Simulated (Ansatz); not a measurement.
## PtTe2

Computed with Ansatz (plane waves, PAW, 500 eV cutoff): r²SCAN, scalar-relativistic, no spin polarisation, 10×10×6 k-mesh, Gaussian smearing of 0.05 eV; PAW files: Ansatz's generated set soft_2.

```
CELL_PARAMETERS angstrom
4.04759 0.00000 0.00000
-2.02380 3.50532 0.00000
0.00000 0.00000 5.52837
ATOMIC_POSITIONS crystal
Te 0.33333 0.66667 0.24679
Te 0.66667 0.33333 0.75321
Pt 0.00000 0.00000 0.00000
```

The chain of runs began from a cell as deposited in COD, expanded in volume. Of that entry: the entry's cell lengths or inner coordinates differ somewhat from later room-temperature determinations.

The run above is the reference. The same cell was run again with other input settings; several of them aren't fit for production, so the rows show the settings' effect and aren't properties of the material.

| keys changed | outcome | ΔE (meV/atom) | P (GPa) | gap on the mesh (eV) | cell moment (μB) | largest force component (eV/Å) | SCF iterations | rough core-seconds | new warnings |
| --- | --- | --- | --- | --- | --- | --- | --- | --- | --- |
| none (reference) | converged | 0.0 | 0.0 | metal | – | 0.004 | – | – | – |
| scf.n_extra_bands: 4 | converged | 0.0 | 0.0 | metal | – | 0.004 | 7 | 6 | – |
| scf.occupations.method: "gaussian" → "fermi_dirac" | converged | 0.0 | 0.0 | metal | – | 0.004 | 6 | 6 | – |

These changes also left energy (to 0.1 meV/atom), pressure, gap, moment and forces as in the reference: scf.eigensolver.kind: "davidson"; accuracy: "high"; crystal.symmetry: {"detect": false} | accuracy: "medium".

ΔE is the energy with the smearing extrapolated to zero. It is left out where the change alters the Hamiltonian or the spin treatment. The varied runs start from atomic densities (corrected by the program's trained start where that serves), with the default search for lower states unless a row changes it.

Problem. What happens with these changes: hamiltonian.hubbard: {"sites": [{"species": "Pt", "l": "d", "u_eff": 8.0}], "double_counting": "fll"}; scf.initial_density.chi_scale: 0.1; scf.algorithm: "direct_min"?

Solution. outcome converged, P (GPa) 0.2, gap on the mesh (eV) metal, largest force component (eV/Å) 0.153, SCF iterations 6, rough core-seconds 26, new warnings filled band counts differ across k points.

Problem. What happens with these changes: kpoints.mp_grid.grid: [10, 10, 6] → [7, 7, 4]?

Solution. outcome converged, ΔE (meV/atom) 2.5, P (GPa) 0.0, gap on the mesh (eV) metal, largest force component (eV/Å) 0.006, SCF iterations 6, rough core-seconds 4.

1 further run (cut off, refused for memory, with changed atoms or starts, or in doubt) is left out.

Of the reference: Spin–orbit coupling, which matters for such heavy elements, is left out. The structure is layered, and this functional has no dispersion term, so the layers' spacing is poorly fixed, often too long, and so is what hangs on it. The relaxed cell is 7 % larger in volume than the cell of this structure in the Crystallography Open Database (24.43 Å³/atom, 1965).
